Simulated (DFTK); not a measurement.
MgO: band structure with LDA

**Measured values to compare with.**

From “Electronic structure of alkaline earth and post-transition metal oxides”, 2009, arxiv:0908.1581, for a bulk crystal of MgO: band gap 7.83 eV.

Crystal: MgO.

```
Mg O
1.0
     0.00000    2.09700    2.09700
     2.09700    0.00000    2.09700
     2.09700    2.09700    0.00000
Mg O
1 1
Cartesian
  0.0000 0.0000 0.0000
  2.0970 2.0970 2.0970
```

The cell is a database's computed one.

```yaml
Program: DFTK 0.8.2
Task: band structure
Functional: LDA
Potentials_or_basis: SG15 1.2 (PBE)
Cutoff: 1225 eV
k_mesh: 11 × 11 × 11
Occupations: fermi-dirac, width 0.05 eV
Spin: no spin polarisation
Valence_electrons: Mg 10, O 6
SCF_tolerance_on_the_density: 1e-06
```

- Pressure: -3.5 GPa
- Band gap on the k mesh: 4.57 eV, direct
- Band gap along the path: 4.57 eV, direct

Levels at the corners of the path, in eV from the valence-band top:
```tsv
point	band 4	band 5	band 6	band 7	band 8	band 9	band 10	band 11	band 12	band 13
Γ	-38.42	-17.35	0.00	0.00	0.00	4.57	15.61	15.61	15.61	19.57
X	-38.46	-15.73	-4.20	-1.39	-1.39	8.89	9.68	13.08	18.88	18.88
W	-38.46	-15.66	-3.06	-3.06	-1.87	11.56	11.56	11.95	15.37	21.83
K	-38.45	-15.69	-3.61	-2.83	-1.19	9.90	11.57	12.48	18.00	18.16
Γ	-38.42	-17.35	0.00	0.00	0.00	4.57	15.61	15.61	15.61	19.57
L	-38.43	-15.95	-4.82	-0.68	-0.68	7.73	12.57	16.13	16.13	20.70
U	-38.45	-15.69	-3.61	-2.83	-1.19	9.90	11.57	12.48	18.00	18.16
W	-38.46	-15.66	-3.06	-3.06	-1.87	11.56	11.56	11.95	15.37	21.83
L	-38.43	-15.95	-4.82	-0.68	-0.68	7.73	12.57	16.13	16.13	20.70
K	-38.45	-15.69	-3.61	-2.83	-1.19	9.90	11.57	12.48	18.00	18.16
U	-38.45	-15.69	-3.61	-2.83	-1.19	9.90	11.57	12.48	18.00	18.16
X	-38.46	-15.73	-4.20	-1.39	-1.39	8.89	9.68	13.08	18.88	18.88
```

It took 59 s on 1 thread of AMD EPYC 9R45 96-Core Processor (Zen 5) (shared host), peak memory 1.6 GiB.

Measured gap of MgO: 7.83 eV (quoted in “Electronic structure of alkaline earth and post-transition metal oxides”, 2009, arxiv:0908.1581). This calculation gives 4.57 eV (-3.26 eV). The value is that of LDA, without temperature or zero-point motion. Semilocal functionals fall short of measured gaps as a rule. The cell is a database's relaxed one, not the measured one, which moves gaps too.

Caveat: the potentials were made for another functional, which shifts forces and pressure.
